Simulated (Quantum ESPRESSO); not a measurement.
# Bi in Quantum ESPRESSO: notebook, part 2 of 3

Quantum ESPRESSO 7.5. The steps go on from the part before.

## 3. Work function, PBE

The input, pw.in:

```
&CONTROL
  calculation = 'scf'
  prefix = 'pwscf'
  outdir = './tmp'
  pseudo_dir = './pseudo'
  tprnfor = .true.
  disk_io = 'low'
  tefield = .true.
  dipfield = .true.
/
&SYSTEM
  ibrav = 0
  celldm(1) = 8
  nat = 4
  ntyp = 1
  ecutwfc = 66
  nbnd = 40
  occupations = 'smearing'
  smearing = 'fd'
  degauss = 0.00367493
  edir = 3
  emaxpos = 0.9848
  eopreg = 0.0305
  eamp = 0
/
&ELECTRONS
  conv_thr = 4d-09
  electron_maxstep = 150
  mixing_beta = 0.3
  mixing_mode = 'local-TF'
/
ATOMIC_SPECIES
Bi   208.9804 Bi.upf
CELL_PARAMETERS alat
  1.0721834307628   0.0000000000000   0.0000000000000
 -0.5360917153602   0.9285380885587   0.0000000000000
  0.0000000000000   0.0000000000000   7.7345309202105
ATOMIC_POSITIONS crystal
Bi     0.6666666667    0.3333333334    0.2290530945
Bi     0.3333333333    0.6666666666    0.4096843648
Bi     0.6666666667    0.3333333334    0.5903156352
Bi     0.3333333333    0.6666666666    0.7709469055
K_POINTS automatic
7 7 1 0 0 0
```

The input, pp_density.in:

```
&INPUTPP
  prefix = 'pwscf'
  outdir = './tmp'
  filplot = 'density.dat'
  plot_num = 0
/
&PLOT
  nfile = 1
  filepp(1) = 'density.dat'
  iflag = 3
  output_format = 6
  fileout = 'density.cube'
/
```

The input, pp_potential.in:

```
&INPUTPP
  prefix = 'pwscf'
  outdir = './tmp'
  filplot = 'potential.dat'
  plot_num = 11
/
&PLOT
  nfile = 1
  filepp(1) = 'potential.dat'
  iflag = 3
  output_format = 6
  fileout = 'potential.cube'
/
```

The input, pp_elf.in:

```
&INPUTPP
  prefix = 'pwscf'
  outdir = './tmp'
  filplot = 'elf.dat'
  plot_num = 8
/
&PLOT
  nfile = 1
  filepp(1) = 'elf.dat'
  iflag = 3
  output_format = 6
  fileout = 'elf.cube'
/
```

Potentials or basis: PseudoDojo 0.4.1 SR PBE standard.

Run with:

```bash
$ OMP_NUM_THREADS=1 mpirun -n 2 pw.x -nk 2 -in pw.in > pw.out
$ OMP_NUM_THREADS=1 mpirun -n 1 pp.x -in pp_density.in > pp_density.out
$ OMP_NUM_THREADS=1 mpirun -n 1 pp.x -in pp_potential.in > pp_potential.out
$ OMP_NUM_THREADS=1 mpirun -n 1 pp.x -in pp_elf.in > pp_elf.out
```

pw.out:

```text
This program is part of the open-source Quantum ESPRESSO suite
     for quantum simulation of materials; please cite
         "P. Giannozzi et al., J. Phys.:Condens. Matter 21 395502 (2009);
         "P. Giannozzi et al., J. Phys.:Condens. Matter 29 465901 (2017);
         "P. Giannozzi et al., J. Chem. Phys. 152 154105 (2020);
     in publications or presentations arising from this work. More details at

     Presently no symmetry can be used with electric field

     K-points division:     npool     =       2
     Subspace diagonalization in iterative solution of the eigenvalue problem:
     a serial algorithm will be used

     G-vector sticks info
     --------------------
     sticks:   dense  smooth     PW     G-vecs:    dense   smooth      PW
     Sum        1345    1345    379               285657   285657   44519

     Using Slab Decomposition

     bravais-lattice index     =            0
     lattice parameter (alat)  =       8.0000  a.u.
     unit-cell volume          =    3942.5096 (a.u.)^3
     number of atoms/cell      =            4
     number of atomic types    =            1
     number of electrons       =        60.00
     number of Kohn-Sham states=           40
     kinetic-energy cutoff     =      66.0000  Ry
     charge density cutoff     =     264.0000  Ry
     scf convergence threshold =      4.0E-09
     mixing beta               =       0.3000
     number of iterations used =            8  local-TF  mixing
     Exchange-correlation= PBE
                           (   1   4   3   4   0   0   0)

     celldm(1)=   8.000000  celldm(2)=   0.000000  celldm(3)=   0.000000
     celldm(4)=   0.000000  celldm(5)=   0.000000  celldm(6)=   0.000000

     crystal axes: (cart. coord. in units of alat)
               a(1) = (   1.072183   0.000000   0.000000 )
               a(2) = (  -0.536092   0.928538   0.000000 )
               a(3) = (   0.000000   0.000000   7.734531 )

     reciprocal axes: (cart. coord. in units 2 pi/alat)
               b(1) = (  0.932676  0.538481 -0.000000 )
               b(2) = (  0.000000  1.076962  0.000000 )
               b(3) = (  0.000000 -0.000000  0.129290 )

     PseudoPot. # 1 for Bi read from file:
     Bi.upf
     Pseudo is Norm-conserving + core correction, Zval = 15.0
     Generated using ONCVPSP code by D. R. Hamann
     Using radial grid of 1490 points,  6 beta functions with:
                l(1) =   0
                l(2) =   0
                l(3) =   1
                l(4) =   1
                l(5) =   2
                l(6) =   2

     atomic species   valence    mass     pseudopotential
     Bi               15.00   208.98040     Bi( 1.00)

     No symmetry found

   Cartesian axes

     site n.     atom                  positions (alat units)
         1        Bi     tau(   1) = (   0.5360917   0.3095127   1.7716182  )
         2        Bi     tau(   2) = (   0.0000000   0.6190254   3.1687164  )
         3        Bi     tau(   3) = (   0.5360917   0.3095127   4.5658145  )
         4        Bi     tau(   4) = (   0.0000000   0.6190254   5.9629127  )

     number of k points=    25  Fermi-Dirac smearing, width (Ry)=  0.0037
                       cart. coord. in units 2pi/alat
        k(    1) = (   0.0000000   0.0000000   0.0000000), wk =   0.0408163
        k(    2) = (   0.0000000   0.1538517   0.0000000), wk =   0.0816327
        k(    3) = (   0.0000000   0.3077034   0.0000000), wk =   0.0816327
        k(    4) = (   0.0000000   0.4615550   0.0000000), wk =   0.0816327
        k(    5) = (   0.1332395   0.0769258   0.0000000), wk =   0.0816327
        k(    6) = (   0.1332395   0.2307775   0.0000000), wk =   0.0816327
[... 17 lines left out ...]
        k(   24) = (   0.3997184  -0.0769258   0.0000000), wk =   0.0816327
        k(   25) = (   0.3997184   0.0769258   0.0000000), wk =   0.0816327

     Dense  grid:   285657 G-vectors     FFT dimensions: (  45,  45, 324)

     Initial potential from superposition of free atoms

     starting charge      59.9966, renormalised to      60.0000

     negative rho (up, down):  3.060E-06 0.000E+00

     Adding external electric field

     Computed dipole along edir(3) :
        Dipole               -0.0000 Ry au,         -0.0000 Debye
        Dipole field         -0.0000 Ry au,

        Potential amp.        0.0000 Ry
        Total length         59.9890 bohr

     Starting wfcs are   36 randomized atomic wfcs +    4 random wfcs

     Self-consistent Calculation

     iteration #  1     ecut=    66.00 Ry     beta= 0.30
     Davidson diagonalization with overlap
     ethr =  1.00E-02,  avg # of iterations =  7.5

     Threshold (ethr) on eigenvalues was too large:
     Diagonalizing with lowered threshold

     Davidson diagonalization with overlap
     ethr =  2.78E-05,  avg # of iterations = 10.9

     negative rho (up, down):  6.922E-05 0.000E+00
[... 199 lines left out ...]
        Potential amp.       -0.0000 Ry
        Total length         59.9890 bohr

     End of self-consistent calculation

          k = 0.0000 0.0000 0.0000 ( 35585 PWs)   bands (ev):

   -24.0627 -24.0627 -24.0627 -24.0627 -24.0576 -24.0576 -24.0576 -24.0576
   -24.0441 -24.0441 -24.0441 -24.0441 -24.0411 -24.0411 -24.0386 -24.0386
   -24.0386 -24.0386 -24.0355 -24.0355 -11.5590 -11.5553 -11.5516 -11.5501
    -2.0228  -1.9105  -1.7587  -1.6216   0.1673   0.1673   0.1710   0.1710
     0.1748   0.1748   0.1770   0.1770   1.9202   2.2161   2.6137   3.0726
[... 187 lines left out ...]
   -24.0619 -24.0619 -24.0572 -24.0572 -24.0568 -24.0568 -24.0522 -24.0522
   -24.0460 -24.0460 -24.0449 -24.0449 -24.0405 -24.0405 -24.0394 -24.0394
   -24.0376 -24.0376 -24.0320 -24.0320 -11.2743 -11.2722 -11.2695 -11.2692
    -2.2178  -2.2101  -2.1998  -2.1908  -1.3147  -1.2480  -1.1655  -1.0979
    -0.8265  -0.8189  -0.8108  -0.8051   3.6774   3.7511   3.8677   4.0103

     the Fermi energy is    -1.2198 ev

!    total energy              =    -655.74819912 Ry
     estimated scf accuracy    <          3.3E-09 Ry
     smearing contrib. (-TS)   =      -0.00758533 Ry
     internal energy E=F+TS    =    -655.74061379 Ry

     The total energy is F=E-TS. E is the sum of the following terms:
     one-electron contribution =   -1088.65502610 Ry
     hartree contribution      =     554.10170995 Ry
     xc contribution           =    -172.12449718 Ry
     ewald contribution        =      50.93719954 Ry
     electric field correction =       0.00000000 Ry

     convergence has been achieved in  12 iterations

     Forces acting on atoms (cartesian axes, Ry/au):

     atom    1 type  1   force =    -0.00000041   -0.00000008    0.00124405
     atom    2 type  1   force =    -0.00000022    0.00000020   -0.00001027
     atom    3 type  1   force =     0.00000058   -0.00000046    0.00000944
     atom    4 type  1   force =     0.00000005    0.00000033   -0.00124323

     Total force =     0.001759     Total SCF correction =     0.000184
     SCF correction compared to forces is large: reduce conv_thr to get better values

=------------------------------------------------------------------------------=
   JOB DONE.
=------------------------------------------------------------------------------=
```

pp_potential.out:

```text
This program is part of the open-source Quantum ESPRESSO suite
     for quantum simulation of materials; please cite
         "P. Giannozzi et al., J. Phys.:Condens. Matter 21 395502 (2009);
         "P. Giannozzi et al., J. Phys.:Condens. Matter 29 465901 (2017);
         "P. Giannozzi et al., J. Chem. Phys. 152 154105 (2020);
     in publications or presentations arising from this work. More details at

[... 33 lines left out ...]
     Writing data to file  potential.dat
     Reading data from file  potential.dat

     Writing data to be plotted to file potential.cube
     Plot Type: 3D                     Output format: Gaussian cube

=------------------------------------------------------------------------------=
   JOB DONE.
=------------------------------------------------------------------------------=
```

Wall time 6.6 min (2 MPI ranks of Arm Neoverse V2, shared host); peak memory 1.4 GiB.

What came out:

```yaml
Free_energy: -8921.9088 eV
Largest_force: 0.032 eV/Å
Band_gap_on_the_k_mesh: none (metal or under the smearing width)
Dipole_across_the_slab: 0.00 D
Work_function_of_the_upper_face: 4.79 eV
Work_function_of_the_lower_face: 4.79 eV
```

Forces in eV/Å, atoms in the order of the input:
```
Bi   0.000  0.000  0.032
Bi   0.000  0.000  0.000
Bi   0.000  0.000  0.000
Bi   0.000  0.000 -0.032
```

Caveat: spin-orbit coupling is left out, which moves the levels of the heavy elements.

(Part 2 of 3 ends here.)
